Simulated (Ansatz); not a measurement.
The cell is COD entry 1011375, as deposited and not checked against the literature; nothing was relaxed.

Input and log of a run on K₂S: DFT, PBE, all-electron LAPW, scalar-relativistic (Ansatz 0.2.0).

Command: `ansatz run input.yaml --threads 1 --pin off --max-ram 4096MiB --backend cpu --events-out ev --progress --plain --runs-dir out` The run took 19 s on 1 thread of Arm Neoverse V2, on a shared host, peak memory 0.28 GiB.

```yaml
crystal:
  lattice:
    - [0.0, 3.6955, 3.6955]
    - [3.6955, 0.0, 3.6955]
    - [3.6955, 3.6955, 0.0]
  atoms:
    - { symbol: K, position: [0.25, 0.25, 0.25] }
    - { symbol: K, position: [0.75, 0.75, 0.75] }
    - { symbol: S, position: [0.0, 0.0, 0.0] }
kpoints:
  mp_grid: { grid: [7, 7, 7] }
  band_path:
    path:
      - [0.0, 0.0, 0.0]
      - [0.5, 0.0, 0.5]
      - [0.625, 0.25, 0.625]
      - [0.375, 0.375, 0.75]
      - [0.0, 0.0, 0.0]
      - [0.5, 0.5, 0.5]
      - [0.5, 0.25, 0.75]
      - [0.5, 0.0, 0.5]
    npoints: 14
scf:
  occupations: { method: fermi_dirac, width: 0.01 }
hamiltonian:
  xc: pbe
  pseudopotentials: { kind: all_electron, lapw: { basis_error: 0.0005 } }
output:
  forces: true
  stress: true
  eigenvalues: true
  fatbands: true
  populations: true
  dos: { projected: true, de: 0.2, e_range: [-14, 8] }
```

Output:

```
K: projections on atomic orbitals take those of the free atom 1s2 2s2 2p6 3s2 3p6 4s1, of charge +0.00 (hamiltonian.pseudopotentials.projection_atoms)
S: projections on atomic orbitals take those of the free atom 1s2 2s2 2p6 3s2 3p4, of charge +0.00 (hamiltonian.pseudopotentials.projection_atoms)
LAPW: plane waves up to 6.087 Å⁻¹, error target 5.0e-4 eV per atom; small_component_spin mean_spin; S in spheres of 1.557 Å, 14 of its electrons in bands, Dirac shells []; K in spheres of 1.643 Å, 9 of its electrons in bands, Dirac shells []
Engine: ansatz 0.2.0
Pseudopotentials: kind: all_electron
Pseudopotential: K, LAPW, valence charge 9, Koelling and Harmon's equation, gaussian nucleus
Pseudopotential: S, LAPW, valence charge 14, Koelling and Harmon's equation, gaussian nucleus
Functional definition: PBE
  parameter kappa = 0.804
  parameter beta = 0.06672455060314922
  exchange = pbe_x(kappa = kappa, mu = beta*pi^2/3)
  correlation = pbe_c(beta = beta)
Crystal: 3 atoms, lattice volume = 100.937 Å³
Basis set: ecut = 141.18115867889108 eV, 387 PW (Γ), exchange–correlation at level 2
Bands: 20, of which v1, the nominal top of the filled ones, is band 16 counted from 1 (15 counted from 0)
Symmetry: 48 space group operations
Space group: Fm-3m (ITA 225), of the structure as read, at distance tolerance 4.7e-5 Å
k-points: 20 of 343
Non-local potential: K, projectors of the file, none
Non-local potential: S, projectors of the file, none
Initial density: superposition of atomic densities (chi_scale 0.1, normalization cell, long waves kept (reshape's long-wave potential 0.00 eV rms))
Initial wavefunctions: plane waves of lowest kinetic energy (no species holds an atomic orbital)
Functional: x = pbe(κ = 0.804, μ = 0.2195149727645171), c = pbe(β = 0.06672455060314922)
iter 1 solved again at ethr=9.47e-3 eV; its pass at ethr=1.00e-1 eV (dr2=3.03e0 eV) is discarded
SCF iter   1: F=—  HF=-43636.557285 eV  |F-HF|=—  |Δ(HF+E_count)|=         —  Δρ=2.99e-2  dr2=3.03e0  ethr=9.47e-3  ⟨swp⟩=2.1  Hψ=2714  notcnv=0
preconditioner: auto → none  [insulator: Δε(μ)=4.001 eV  Ē_g=14.235 eV  σ=0.010 eV  W_gap=1.00  n_scr=14 (ndim 8)  ℏωp=16.5 eV  f_vac=0.000  D(μ)=0.00/eV (n_scr^D=0)  ε∞_Penn≈2.3]
iter 2 solved again at ethr=1.60e-4 eV; its pass at ethr=9.46e-3 eV (dr2=5.11e-2 eV) is discarded
SCF iter   2: F=—  HF=-43635.284942 eV  |F-HF|=—  |Δ(HF+E_count)|=    1.27e0  Δρ=6.72e-3  dr2=5.10e-2  ethr=1.60e-4  ⟨swp⟩=3.4  Hψ=2318  notcnv=0
SCF iter   3: F=—  HF=-43635.124611 eV  |F-HF|=—  |Δ(HF+E_count)|=   1.60e-1  Δρ=4.56e-3  dr2=7.52e-2  ethr=1.60e-4  ⟨swp⟩=3.6  Hψ=1517  notcnv=0
SCF iter   4: F=—  HF=-43635.131583 eV  |F-HF|=—  |Δ(HF+E_count)|=         —  Δρ=5.68e-4  dr2=4.72e-4  ethr=1.60e-4  ⟨swp⟩=3.6  Hψ=1467  notcnv=0
the basis was enlarged: its passes take 653.0 KiB over the memory plan, 1 of 1 planned eigensolver slots
SCF iter   5: F=—  HF=-43635.131683 eV  |F-HF|=—  |Δ(HF+E_count)|=   1.00e-4  Δρ=1.16e-4  dr2=3.70e-5  ethr=1.48e-6  ⟨swp⟩=3.0  Hψ=1477  notcnv=0
SCF iter   6: F=—  HF=-43635.131777 eV  |F-HF|=—  |Δ(HF+E_count)|=   9.40e-5  Δρ=2.88e-5  dr2=3.08e-6  ethr=1.16e-7  ⟨swp⟩=3.0  Hψ=1411  notcnv=0
SCF iter   7: F=-43635.131782 eV  HF=-43635.131782 eV  |F-HF|=1.98e-7  |Δ(HF+E_count)|=   4.81e-6  Δρ=4.19e-6  dr2=4.34e-8  ethr=9.61e-9  ⟨swp⟩=3.0  Hψ=1353  notcnv=0
SCF 1 converged in 7 iterations: F = -43635.131782 eV  dr2 = 4.34e-8
NSCF: frozen V_eff on 99 k-points
SCF converged after 7 iterations
Free energy (F): -43635.131782 eV
Harris-Foulkes:  -43635.131782 eV  (|F-HF|=1.98e-7)
Internal energy: -43635.131782 eV  (E = F + TS)
E sigma→0 (E₀):  -43635.131782 eV
Fermi energy:    4.293086 eV
--- Per-component energies (eV) ---
  E_band       = -1481.069328
  E_kinetic    = 43908.887798
  E_xc         = -2520.167933
  E_electrostatic = -85023.851647  (all electrons and nuclei)
  E_smearing   = -0.000000  (= −TS)
  E_closure    = 0.000000  (closes the sum)
  E_atoms      = -43625.766081  (free atoms, spherical and without spin; not in F)
  Σ components = -43635.131782   (vs F -43635.131782, Δ=0.00e0)
  Basis errors (estimates in eV, not in F): energy 2.0e-4 per atom: plane waves 1.8e-4 (1.0e-4 summed), levels above the bands 3.1e-250, relativity 4.6e-9, radial functions 2.1e-5, core shells 2.2e-7; eigenvalues (radial functions only) 1.6e-6; not estimated: angular momenta, meshes, grids; target (lapw.basis_error) 5.0e-4; muffin-tin radii S 1.557 Å, K 1.643 Å
--- Forces (eV/Å), atoms counted from 1 ---
  atom   1  K      0.00000000    -0.00000000     0.00000000
  atom   2  K     -0.00000000     0.00000000    -0.00000000
  atom   3  S     -0.00000000    -0.00000000    -0.00000000
  max |Σ_I F_I| component: 8.10e-18 eV/Å
--- Stress (GPa, compression-positive) ---
        0.565484       0.000000       0.000000
        0.000000       0.565484       0.000000
        0.000000       0.000000       0.565484
  P = ⅓ Tr σ = 0.5655 GPa (5.655 kbar)
--- Band table (eV; the first three rows and the last of 20) ---
  k-point 0: bands = ["-199.5972", "-144.3728", "-144.3728", "-144.3728", "-26.1269", "-26.0428", "-9.7229", "-9.7229", "-9.7229", "-9.4817", "-9.4817", "-9.4817", "-6.5376", "2.8782", "2.8782", "2.8782", "5.4747", "8.5451", "8.5451", "10.5607"]
  k-point 1: bands = ["-199.5972", "-144.3728", "-144.3728", "-144.3728", "-26.1226", "-26.0468", "-9.7183", "-9.7125", "-9.7125", "-9.5147", "-9.4952", "-9.4952", "-6.4967", "2.7411", "2.9029", "2.9029", "5.8912", "8.5748", "8.5748", "10.1181"]
  k-point 2: bands = ["-199.5972", "-144.3728", "-144.3728", "-144.3728", "-26.1105", "-26.0580", "-9.7109", "-9.6827", "-9.6827", "-9.5824", "-9.5321", "-9.5321", "-6.4097", "2.5512", "2.9586", "2.9586", "6.7540", "8.6959", "8.6959", "9.3442"]
  k-point 19: bands = ["-199.5972", "-144.3728", "-144.3728", "-144.3728", "-26.0852", "-26.0817", "-9.8970", "-9.7988", "-9.6602", "-9.5783", "-9.4488", "-9.4264", "-6.2907", "2.6351", "2.7618", "3.0611", "6.8492", "8.6974", "9.0605", "9.6919"]
--- Löwdin populations: 3 sites ---
  site symbol       q [e]
     0      K     18.2961
     1      K     18.2961
     2      S     17.2584
  spilling = 0.002765 (of n_electrons = 54.000000)
```
